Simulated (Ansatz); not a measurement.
# Twisted h-AlN/h-SiC alternating trilayer, 27.80° (78 atoms): taking the cell apart, part 2 of 3

How much energy holds the two parts of twisted h-AlN/h-SiC alternating trilayer, 27.80° (78 atoms) together, how does it fall off with distance, and how much does it hang on the functional?

Ansatz 0.2.0; Kohn-Sham DFT, PBE+D3(BJ), PAW (set soft_2), plane waves.

So far. Step 2 (Single point at the start): The r.m.s. force at the start is 0.38 eV/Å. Step 3 (Relaxation): The relaxation converged after 5 steps, 0.728 eV below its start, with a largest force component of 0.0096 eV/Å.

## Step 4: Single point at the relaxed geometry

The electronic structure is read at the final geometry, in a run of its own.

The input, input.yaml:

```yaml
crystal:
  lattice:
    - [11.2313, 0.0, 0.0]
    - [-5.61565, 9.72659, 0.0]
    - [0.0, 0.0, 20.35]
  atoms:
    - { symbol: Al, position: [0.12913, 0.17886, 0.33842] }
    - { symbol: "N", position: [0.17935, 0.04939, 0.33704] }
    - { symbol: Al, position: [0.20493, 0.48693, 0.3348] }
    - { symbol: "N", position: [0.25612, 0.35869, 0.33634] }
    - { symbol: Al, position: [0.2824, 0.79448, 0.33496] }
    - { symbol: "N", position: [0.33335, 0.66617, 0.32808] }
    [... 66 atom lines left out ...]
    - { symbol: Al, position: [0.89754, 0.25717, 0.66239] }
    - { symbol: "N", position: [0.95064, 0.13023, 0.66257] }
    - { symbol: Al, position: [0.97546, 0.56526, 0.66047] }
    - { symbol: "N", position: [0.02586, 0.4365, 0.65996] }
    - { symbol: Al, position: [0.05078, 0.87156, 0.6613] }
    - { symbol: "N", position: [0.10355, 0.74451, 0.66313] }
kpoints:
  mp_grid: { grid: [3, 3, 1] }
hamiltonian:
  xc: pbe
  dispersion: d3bj
scf:
  occupations: { method: fermi_dirac, width: 0.025 }
output:
  forces: true
  populations: true
  dos:
    method: { smearing: { sigma: 0.15 } }
    de: 0.1
    projected:
      site_lists:
        Al: [Al]
        C: [C]
        "N": ["N"]
        Si: [Si]
        layer_1: [0, 1, 2, 3, 4, 5, 6, 7, 8, 9, 10, 11, 12, 13, 14, 15, 16, 17, 18, 19, 20, 21, 22, 23, 24, 25]
        layer_2: [26, 27, 28, 29, 30, 31, 32, 33, 34, 35, 36, 37, 38, 39, 40, 41, 42, 43, 44, 45, 46, 47, 48, 49, 50, 51]
        layer_3: [52, 53, 54, 55, 56, 57, 58, 59, 60, 61, 62, 63, 64, 65, 66, 67, 68, 69, 70, 71, 72, 73, 74, 75, 76, 77]
  eigenvalues: true
  write_density: true
  write_potential: true
  volumetric_format: npy
  elf: true
```

Started as:

```console
> ansatz run input.yaml --threads 4 --pin off --max-ram 15872MiB --backend cpu --events-out ev --progress --plain --runs-dir out
```

Numbers of over 12 decimals in the logs are rounded to 6 here.

The program printed:

```text
[...]
Crystal: 78 atoms, lattice volume = 2223.080 Å³
Basis set: ecut = 420 eV, 43467 PW (Γ), exchange–correlation on 160×160×288 points (8 copies of the dense FFT grid, shifted against one another)
Bands: 234, of which v1, the nominal top of the filled ones, is band 156 counted from 1 (155 counted from 0)
Symmetry: 1 space group operations
[...]
k-points: 5 of 9 (time reversal used)
[...]
SCF iter   1: F=—  HF=-35537.089379 eV  |F-HF|=—  |Δ(HF+E_count)|=         —  Δρ=2.01e-3  dr2=2.97e-1  ethr=1.77e-3  ⟨swp⟩=8.2  Hψ=6560  notcnv=0  defer=227
[...]
SCF iter   9: F=-35537.073787 eV  HF=-35537.073787 eV  |F-HF|=1.93e-8  |Δ(HF+E_count)|=   4.19e-8  Δρ=1.05e-6  dr2=3.55e-8  ethr=3.21e-11  ⟨swp⟩=28.6  Hψ=12818  notcnv=0
SCF 1 converged in 9 iterations: F = -35537.073787 eV  dr2 = 3.55e-8
[...]
WARN: The output density's exchange-correlation potential varies sharply where the density is thin. Do not read a vacuum level from v_tot or v_xc, or from such a field of the output density. On a cell that repeats whose density bears no net charge and no dipole along the vacuum's axis use v_es (v_loc + v_h of the components); [...]
SCF converged after 9 iterations
Free energy (F): -35537.073787 eV
[...]
Internal energy: -35537.073787 eV  (E = F + TS)
E sigma→0 (E₀):  -35537.073787 eV
Fermi energy:    0.762171 eV
[...]
--- Forces (eV/Å), atoms counted from 1 ---
  atom   1  Al     0.00033284    -0.00191993    -0.00080008
  atom   2  N      0.00039134    -0.00010906    -0.00273260
  atom   3  Al    -0.00243472    -0.00137287     0.00456467
  atom   4  N      0.00113273    -0.00056444    -0.00234386
  atom   5  Al    -0.00021110     0.00110529     0.00000961
  atom   6  N     -0.00141609     0.00007522    -0.00322783
  atom   7  Al     0.00008065    -0.00192598     0.00409040
  atom   8  N     -0.00014254     0.00241257    -0.00244195
  atom   9  Al     0.00052059     0.00160049    -0.00044323
  atom  10  N      0.00052671     0.00041857    -0.00104308
  atom  11  Al     0.00133766    -0.00169350     0.00787359
  atom  12  N      0.00166782     0.00082400    -0.00520287
  atom  13  Al    -0.00334134     0.00077472    -0.00092539
  atom  14  N      0.00206181    -0.00134120    -0.00307055
[...]
atom  77  Al    -0.00240339    -0.00140515     0.00326768
  atom  78  N     -0.00195415    -0.00177225    -0.00200505
  max |Σ_I F_I| component: 1.47e-5 eV/Å
--- Band table (eV; the first three rows and the last of 5) ---
[...]
--- Löwdin populations: 78 sites ---
  site symbol       q [e]
     0     Al      1.8554
     1      N      6.0812
     2     Al      1.8514
[...]
77      N      6.0853
  spilling = 0.010264 (of n_electrons = 312.000000)
```

Elapsed: 1.9 min, on 4 threads of Intel Xeon 6975P-C (Granite Rapids), shared host; peak memory 9.2 GiB.

The program notes that the exchange-correlation potential is rough where the density is thin.

Read from the output:

- free energy: -35537.0738 eV
- free energy per atom: -455.6035 eV/atom
- SCF cycles: 9
- r.m.s. force component: 0.00281 eV/Å
- longest force: 0.01037 eV/Å
- Fermi energy: 0.7622 eV
- gap (highest filled to lowest empty level): 1.843 eV
- potential in mid-vacuum, over the Fermi level: 4.111 eV
- potential 4.5 Å over the upper face: 4.112 eV
- potential 4.5 Å under the lower face: 4.109 eV
- spilling of the projection: 0.01026

Löwdin charges by element (they lack the spilled electrons, 0.041 e an atom on average):

```csv
element,coordination,atoms,mean charge (e),spread,least,most
Al,all,26,1.15,0.0023,1.14,1.15
C,all,13,-0.968,0.0081,-0.981,-0.952
N,all,26,-1.08,0.0017,-1.09,-1.08
Si,all,13,1.09,0.0125,1.07,1.11
```

By region:

```csv
region,atoms,mean length of the force (eV/Å)
layer 1,26,0.003
layer 2,26,0.005
layer 3,26,0.005
```

States in the cell by windows of 1 eV, zero at the Fermi level; the larger projections on atomic orbitals stand beside the total:

```csv
from (eV),to (eV),total,N p,layer 2,layer 1,layer 3,C p,Al p
-16,-15,2.6,0.0,0.3,1.2,1.1,0.0,0.2
-15,-14,27.0,0.2,4.2,11.4,11.3,0.1,4.8
-14,-13,34.1,0.1,7.0,13.4,13.5,0.4,6.9
-13,-12,7.9,0.0,7.7,0.1,0.1,0.4,0.0
-12,-11,6.4,0.0,6.3,0.0,0.0,0.1,0.0
-11,-10,0.0,0.0,0.0,0.0,0.0,0.0,0.0
-10,-9,0.9,0.0,0.8,0.0,0.0,0.5,0.0
-9,-8,9.2,0.0,9.0,0.0,0.0,4.6,0.0
-8,-7,5.1,0.0,5.1,0.0,0.0,2.6,0.0
-7,-6,13.3,4.4,6.7,3.3,3.2,3.7,0.7
-6,-5,39.6,19.5,10.6,14.4,14.5,5.9,3.5
-5,-4,29.7,11.2,13.7,7.9,7.9,8.6,2.3
-4,-3,44.4,22.8,13.9,15.1,15.0,9.5,5.5
-3,-2,59.3,41.0,9.5,24.4,24.5,6.9,7.4
-2,-1,31.1,21.5,6.9,11.6,11.7,5.7,1.8
-1,0,1.5,0.7,0.7,0.4,0.4,0.7,0.0
0,1,2.0,0.1,1.5,0.2,0.2,0.2,0.2
1,2,10.2,0.6,7.0,1.2,1.2,1.3,0.8
2,3,17.3,1.0,8.7,2.9,2.9,1.9,2.0
3,4,27.2,2.1,8.8,6.6,6.5,2.8,7.9
```

The levels nearest the highest filled one (over half full), pooled over k-points and spins:

```csv
level less the highest filled one (eV),occupation
-0.140,2
-0.0426,2
-0.0085,2
-2.0e-4,2
0,2
0,2
1.84,0
1.89,0
1.89,0
1.89,0
1.90,0
2.04,0
```

Planar average of the electrostatic potential energy along the normal, with the Fermi level as zero, after a running mean with a triangular window 4 Å wide at its base:

```csv
height (Å),potential energy (eV)
0.0,4.11
0.6,4.11
1.1,4.11
1.7,4.11
2.3,4.11
2.8,4.10
3.5,4.06
4.1,3.88
4.7,3.10
5.2,1.26
5.8,-1.23
6.4,-3.51
6.9,-4.36
7.5,-3.32
8.1,-2.11
8.6,-2.54
9.2,-4.59
9.8,-7.19
10.5,-7.62
11.0,-5.19
11.6,-2.88
12.2,-2.03
12.7,-2.95
13.3,-4.25
13.8,-3.87
14.4,-1.80
15.0,0.72
15.5,2.78
16.1,3.78
16.7,4.05
17.4,4.10
17.9,4.11
18.5,4.11
19.1,4.11
19.6,4.11
20.2,4.11
```

Electrostatic potential energy in the ca plane at fractional y = 0.024, with atoms of Al and Si within 0.2 Å of it. With pseudopotentials it is smooth inside the atoms' cores, unlike the true potential.

Ten even steps from '0' (-24 eV) to '9' (5 eV), each cell a mean:
```
99999999999998999999988899999998999999999999
99999999999877789999876789999876789999999999
99999999998743478999710179998743478999999999
99999999998643468999600069998633468999999999
99999999998765678999853489998765678999999999
99999999999988899999765679999988899999999999
99999999999998999998631368999998999999999999
99999999999876678998742468998866789999999999
99999999997533347899853579987433347999999999
99999999987347526899720279986247436899999999
99999999997435336899841489987335347899999999
99999999999754578998743478998754578999999999
99999999999962489997300027999842599999999999
99999999999830179986100016899810289999999999
99999999999853589997400037999852589999999999
99999999998754478998765678998754578999999999
99999999998643468999988899998743468999999999
99999999999876789999888889999876789999999999
99999999999953589998765578999963589999999999
99999999999700069998620268999700069999999999
99999999999810179998631368999820179999999999
99999999999987899999876789999987899999999999
99999999999999999999988899999999999999999999
99999999999999999999988899999999999999999999
```
Columns run along c (16.0 Å, from fractional 0.11 to 0.89 of the cell; values clipped at the 3rd and 97th percentile), rows up along a (11.2 Å). Atoms in or near the plane, at fractional coordinates: Al at (0.34, 0.59), Si at (0.50, 0.43), Al at (0.66, 0.59).

Valence density in the ca plane at fractional y = 0.024, with atoms of Al and Si within 0.2 Å of it. It is the smooth field of the valence electrons, not physical close to the nuclei.

Values in e/Å³, 13 rows by 16 columns, each cell a mean:
```
0.0 0.0 0.2 0.1 0.0 0.2 0.3 0.0 0.1 0.2 0.1 0.0 0.0 0.0 0.0 0.0
0.0 0.1 0.4 0.2 0.1 0.9 1.0 0.1 0.2 0.4 0.1 0.0 0.0 0.0 0.0 0.0
0.0 0.0 0.2 0.1 0.1 0.6 0.7 0.1 0.1 0.2 0.0 0.0 0.0 0.0 0.0 0.0
0.0 0.0 0.2 0.1 0.1 0.3 0.3 0.1 0.1 0.2 0.0 0.0 0.0 0.0 0.0 0.0
0.0 0.1 0.2 0.1 0.1 0.6 0.7 0.1 0.1 0.2 0.1 0.0 0.0 0.0 0.0 0.0
0.0 0.1 0.1 0.1 0.1 0.8 0.8 0.1 0.1 0.1 0.1 0.0 0.0 0.0 0.0 0.0
0.0 0.1 0.8 0.4 0.1 0.4 0.4 0.1 0.4 0.8 0.1 0.0 0.0 0.0 0.0 0.0
0.0 0.1 1.4 0.7 0.1 0.2 0.2 0.1 0.6 1.5 0.1 0.0 0.0 0.0 0.0 0.0
0.0 0.1 0.3 0.2 0.1 0.2 0.2 0.1 0.2 0.3 0.1 0.0 0.0 0.0 0.0 0.0
0.0 0.1 0.4 0.2 0.0 0.1 0.2 0.0 0.2 0.4 0.1 0.0 0.0 0.0 0.0 0.0
0.0 0.2 2.1 0.9 0.1 0.4 0.4 0.1 0.7 2.2 0.2 0.0 0.0 0.0 0.0 0.0
0.0 0.1 1.0 0.4 0.1 0.4 0.4 0.1 0.4 1.0 0.1 0.0 0.0 0.0 0.0 0.0
0.0 0.0 0.1 0.1 0.0 0.1 0.1 0.0 0.1 0.1 0.0 0.0 0.0 0.0 0.0 0.0
```
Columns run along c (16.0 Å, from fractional 0.21 to 1.00 of the cell), rows up along a (11.2 Å). Atoms in or near the plane, at fractional coordinates: Al at (0.34, 0.59), Si at (0.50, 0.43), Al at (0.66, 0.59).

The highest filled and lowest empty levels differ by 1.84 eV (on the run's k-points); a semilocal functional tends to put such gaps too low. Mean Löwdin charges: Al +1.15, C -0.97, N -1.08, Si +1.09 e (they miss 1.0 % of the electrons, so they add up to more than the cell's charge). The potential stands 5.05 eV above the highest filled level over the upper face and 5.04 eV under the lower one, a reading of the ionisation potential at this level.

## Step 5: The lower part alone

The lower part (layer 1 and layer 2) is solved alone, atoms held, in the same cell.

The input, input.yaml:

```yaml
crystal:
  lattice:
    - [11.2313, 0.0, 0.0]
    - [-5.61565, 9.72659, 0.0]
    - [0.0, 0.0, 20.35]
  atoms:
    - { symbol: Al, position: [0.12913, 0.17886, 0.33842] }
    - { symbol: "N", position: [0.17935, 0.04939, 0.33704] }
    - { symbol: Al, position: [0.20493, 0.48693, 0.3348] }
    - { symbol: "N", position: [0.25612, 0.35869, 0.33634] }
    - { symbol: Al, position: [0.2824, 0.79448, 0.33496] }
    - { symbol: "N", position: [0.33335, 0.66617, 0.32808] }
    [... 40 atom lines left out ...]
    - { symbol: Si, position: [0.20352, 0.71735, 0.49978] }
    - { symbol: C, position: [0.25532, 0.89644, 0.49974] }
    - { symbol: Si, position: [0.9747, 0.41006, 0.49997] }
    - { symbol: C, position: [0.02394, 0.58868, 0.49986] }
    - { symbol: Si, position: [0.89661, 0.64025, 0.49958] }
    - { symbol: C, position: [0.95042, 0.82029, 0.49949] }
kpoints:
  mp_grid: { grid: [3, 3, 1] }
hamiltonian:
  xc: pbe
  dispersion: d3bj
scf:
  occupations: { method: fermi_dirac, width: 0.025 }
output:
  forces: true
  eigenvalues: true
  write_density: true
  write_potential: true
  volumetric_format: npy
```

The program printed:

```text
[...]
Crystal: 52 atoms, lattice volume = 2223.080 Å³
Basis set: ecut = 420 eV, 43467 PW (Γ), exchange–correlation on 160×160×288 points (8 copies of the dense FFT grid, shifted against one another)
Bands: 156, of which v1, the nominal top of the filled ones, is band 104 counted from 1 (103 counted from 0)
Symmetry: 1 space group operations
[...]
k-points: 5 of 9 (time reversal used)
[...]
SCF iter   1: F=—  HF=-23529.908343 eV  |F-HF|=—  |Δ(HF+E_count)|=         —  Δρ=1.78e-3  dr2=1.73e-1  ethr=1.77e-3  ⟨swp⟩=9.4  Hψ=4814  notcnv=0  defer=165
[...]
SCF iter   8: F=-23529.912055 eV  HF=-23529.912055 eV  |F-HF|=7.46e-8  |Δ(HF+E_count)|=   3.70e-7  Δρ=1.95e-6  dr2=5.81e-8  ethr=4.81e-11  ⟨swp⟩=29.0  Hψ=9573  notcnv=0
SCF 1 converged in 8 iterations: F = -23529.912055 eV  dr2 = 5.81e-8
[...]
SCF converged after 8 iterations
Free energy (F): -23529.912055 eV
[...]
Internal energy: -23529.912055 eV  (E = F + TS)
E sigma→0 (E₀):  -23529.912055 eV
Fermi energy:    -0.672304 eV
[...]
--- Forces (eV/Å), atoms counted from 1 ---
  atom   1  Al    -0.00181371    -0.01846334    -0.03252642
  atom   2  N      0.00363631     0.00098551    -0.01310296
  atom   3  Al    -0.00888327     0.00224483    -0.01285021
  atom   4  N     -0.00439718    -0.00626246     0.00331220
  atom   5  Al     0.00632166     0.00512725    -0.01645560
  atom   6  N     -0.00151489    -0.00004897    -0.00838953
  atom   7  Al    -0.00913625    -0.00382447    -0.01179670
  atom   8  N     -0.00109729     0.00010891    -0.00676739
  atom   9  Al     0.00420574     0.00609087    -0.00315958
  atom  10  N      0.00183746     0.00272230    -0.00469767
  atom  11  Al     0.00167971    -0.00947059    -0.00821600
  atom  12  N      0.00049053     0.00239360    -0.00985651
  atom  13  Al    -0.00946922     0.00205421    -0.00441186
  atom  14  N      0.00908515    -0.00252486     0.00285231
[...]
atom  51  Si    -0.05938119    -0.00236916    -0.00183286
  atom  52  C     -0.23803504    -0.02477433     0.11667905
  max |Σ_I F_I| component: 3.00e-4 eV/Å
--- Band table (eV; the first three rows and the last of 5) ---
[...]
```

Elapsed: 58 s, on 4 threads; peak memory 6.5 GiB.

## Step 6: The upper part alone

The upper part (layer 3) is solved alone in the same way.

input.yaml, the sections that differ from step 5:

```yaml
crystal:
  lattice:
    - [11.2313, 0.0, 0.0]
    - [-5.61565, 9.72659, 0.0]
    - [0.0, 0.0, 20.35]
  atoms:
    - { symbol: Al, position: [0.12975, 0.18006, 0.66125] }
    - { symbol: "N", position: [0.18, 0.05066, 0.66296] }
    - { symbol: Al, position: [0.20556, 0.48817, 0.66428] }
    - { symbol: "N", position: [0.25675, 0.3599, 0.66323] }
    - { symbol: Al, position: [0.28298, 0.79572, 0.66445] }
    - { symbol: "N", position: [0.33387, 0.66739, 0.67132] }
    [... 14 atom lines left out ...]
    - { symbol: Al, position: [0.89754, 0.25717, 0.66239] }
    - { symbol: "N", position: [0.95064, 0.13023, 0.66257] }
    - { symbol: Al, position: [0.97546, 0.56526, 0.66047] }
    - { symbol: "N", position: [0.02586, 0.4365, 0.65996] }
    - { symbol: Al, position: [0.05078, 0.87156, 0.6613] }
    - { symbol: "N", position: [0.10355, 0.74451, 0.66313] }
# kpoints, hamiltonian, scf, output: as in step 5
```

The program printed:

```text
[...]
Crystal: 26 atoms, lattice volume = 2223.080 Å³
Basis set: ecut = 420 eV, 43467 PW (Γ), exchange–correlation on 160×160×288 points (8 copies of the dense FFT grid, shifted against one another)
Bands: 78, of which v1, the nominal top of the filled ones, is band 52 counted from 1 (51 counted from 0)
Symmetry: 1 space group operations
[...]
k-points: 5 of 9 (time reversal used)
[...]
SCF iter   1: F=—  HF=-12004.330309 eV  |F-HF|=—  |Δ(HF+E_count)|=         —  Δρ=8.40e-4  dr2=1.31e-2  ethr=1.77e-3  ⟨swp⟩=14.6  Hψ=3156  notcnv=0  defer=28
[...]
SCF iter   7: F=-12004.363653 eV  HF=-12004.363653 eV  |F-HF|=1.03e-7  |Δ(HF+E_count)|=   9.21e-8  Δρ=1.99e-6  dr2=7.07e-8  ethr=9.62e-11  ⟨swp⟩=37.4  Hψ=4611  notcnv=0
SCF 1 converged in 7 iterations: F = -12004.363653 eV  dr2 = 7.07e-8
[...]
SCF converged after 7 iterations
Free energy (F): -12004.363653 eV
[...]
Internal energy: -12004.363653 eV  (E = F + TS)
E sigma→0 (E₀):  -12004.363653 eV
Fermi energy:    -2.340554 eV
[...]
--- Forces (eV/Å), atoms counted from 1 ---
  atom   1  Al    -0.03682958    -0.03935923     0.17615241
  atom   2  N     -0.09063928     0.17074345    -0.15243037
  atom   3  Al    -0.04483514    -0.02335202     0.06224494
  atom   4  N      0.04505668    -0.01089350    -0.16178164
  atom   5  Al     0.00658571     0.04781440     0.05509225
  atom   6  N      0.00324435    -0.00241338    -0.23072208
  atom   7  Al    -0.01781552    -0.03407931     0.07902188
  atom   8  N      0.01589990    -0.08322655    -0.03174465
  atom   9  Al     0.03057792     0.01648140     0.28697795
  atom  10  N      0.07379042    -0.07962797    -0.16994165
  atom  11  Al     0.02969674    -0.02403204     0.06335571
  atom  12  N     -0.07591590     0.03614693    -0.04393360
  atom  13  Al    -0.04240503     0.01850456     0.27815097
  atom  14  N     -0.01228117     0.04031909    -0.16295912
[...]
atom  25  Al    -0.02730224     0.04689488     0.16929722
  atom  26  N     -0.03440295    -0.02907535    -0.16299387
  max |Σ_I F_I| component: 7.64e-4 eV/Å
--- Band table (eV; the first three rows and the last of 5) ---
[...]
```

Wall time 32 s (4 threads); peak memory 3.7 GiB; 2 min of CPU time.

The whole (-35537.074 eV) less the lower (-23529.912 eV) and the upper part (-12004.364 eV) leaves -2.798 eV.

## Step 7: Upper part moved by +0.3 Å

Moving the upper part rigidly maps the well in which it sits.

The input, input.yaml:

```yaml
crystal:
  lattice:
    - [11.2313, 0.0, 0.0]
    - [-5.61565, 9.72659, 0.0]
    - [0.0, 0.0, 20.35]
  atoms:
    - { symbol: Al, position: [0.12913, 0.17886, 0.33842] }
    - { symbol: "N", position: [0.17935, 0.04939, 0.33704] }
    - { symbol: Al, position: [0.20493, 0.48693, 0.3348] }
    - { symbol: "N", position: [0.25612, 0.35869, 0.33634] }
    - { symbol: Al, position: [0.2824, 0.79448, 0.33496] }
    - { symbol: "N", position: [0.33335, 0.66617, 0.32808] }
    [... 66 atom lines left out ...]
    - { symbol: Al, position: [0.89754, 0.25717, 0.67713] }
    - { symbol: "N", position: [0.95064, 0.13023, 0.67731] }
    - { symbol: Al, position: [0.97546, 0.56526, 0.67521] }
    - { symbol: "N", position: [0.02586, 0.4365, 0.6747] }
    - { symbol: Al, position: [0.05078, 0.87156, 0.67604] }
    - { symbol: "N", position: [0.10355, 0.74451, 0.67787] }
kpoints:
  mp_grid: { grid: [3, 3, 1] }
hamiltonian:
  xc: pbe
  dispersion: d3bj
scf:
  occupations: { method: fermi_dirac, width: 0.025 }
output:
  forces: true
  eigenvalues: true
```

The program printed:

```text
[...]
Crystal: 78 atoms, lattice volume = 2223.080 Å³
Basis set: ecut = 420 eV, 43467 PW (Γ), exchange–correlation on 160×160×288 points (8 copies of the dense FFT grid, shifted against one another)
Bands: 234, of which v1, the nominal top of the filled ones, is band 156 counted from 1 (155 counted from 0)
Symmetry: 1 space group operations
[...]
k-points: 5 of 9 (time reversal used)
[...]
SCF iter   1: F=—  HF=-35536.895708 eV  |F-HF|=—  |Δ(HF+E_count)|=         —  Δρ=2.05e-3  dr2=3.48e-1  ethr=1.77e-3  ⟨swp⟩=7.4  Hψ=6501  notcnv=0  defer=226
[...]
SCF iter   9: F=-35536.874668 eV  HF=-35536.874668 eV  |F-HF|=7.05e-9  |Δ(HF+E_count)|=   1.46e-8  Δρ=1.01e-6  dr2=2.19e-8  ethr=3.21e-11  ⟨swp⟩=17.2  Hψ=4537  notcnv=0
SCF 1 converged in 9 iterations: F = -35536.874668 eV  dr2 = 2.19e-8
[...]
SCF converged after 9 iterations
Free energy (F): -35536.874668 eV
[...]
Internal energy: -35536.874668 eV  (E = F + TS)
E sigma→0 (E₀):  -35536.874668 eV
Fermi energy:    0.768897 eV
[...]
Σ components = -35536.874668   (vs F -35536.874668, Δ=0.00e0)
--- Forces (eV/Å), atoms counted from 1 ---
  atom   1  Al    -0.00101270    -0.01040435    -0.01568549
  atom   2  N      0.00185434     0.00076956    -0.00515562
  atom   3  Al    -0.00595282    -0.00085152    -0.00315401
  atom   4  N     -0.00098978    -0.00274464     0.00317776
[...]
atom  78  N     -0.01788361    -0.01530037    -0.09794992
  max |Σ_I F_I| component: 2.20e-4 eV/Å
--- Band table (eV; the first three rows and the last of 5) ---
[...]
```

Elapsed: 59 s, on 4 threads; peak memory 8.7 GiB; 3.8 min of CPU time.

Upper part moved by +0.3 Å: the energy stands 0.199 eV above that of the reference.

## Step 8: Upper part moved by -0.3 Å

Another point of the curve.

Input and log are left out; they have the form of those shown for this kind of step.

Run time: 59 s. Hardware: 4 threads of Intel Xeon 6975P-C (Granite Rapids), shared host; peak memory 8.7 GiB.

Upper part moved by -0.3 Å: the energy stands 0.381 eV above that of the reference.

## Step 9: Upper part moved by +0.8 Å

Another point of the curve.

Input and log are left out; they have the form of those shown for this kind of step.

Elapsed: 60 s, on 4 threads of Intel Xeon 6975P-C (Granite Rapids), shared host; peak memory 8.7 GiB.

Upper part moved by +0.8 Å: the energy stands 0.876 eV above that of the reference.

## Step 10: Upper part moved by +1.6 Å

Another point of the curve.

Input and log are left out; they have the form of those shown for this kind of step.

It took 57 s on 4 threads of Intel Xeon 6975P-C (Granite Rapids), shared host; peak memory 8.6 GiB.

Upper part moved by +1.6 Å: the energy stands 1.75 eV above that of the reference.

(Continued in part 3 of 3.)

[Logs are printed without paths, hosts, clocks, repeated set-up lines and the standing remarks that a program may print on its own settings, such as how far it seeks lower states.]

[Hosts, paths, dates, database ids (printed as entryN), source tags and the programs' standing remarks are cut or masked in the printed files.]
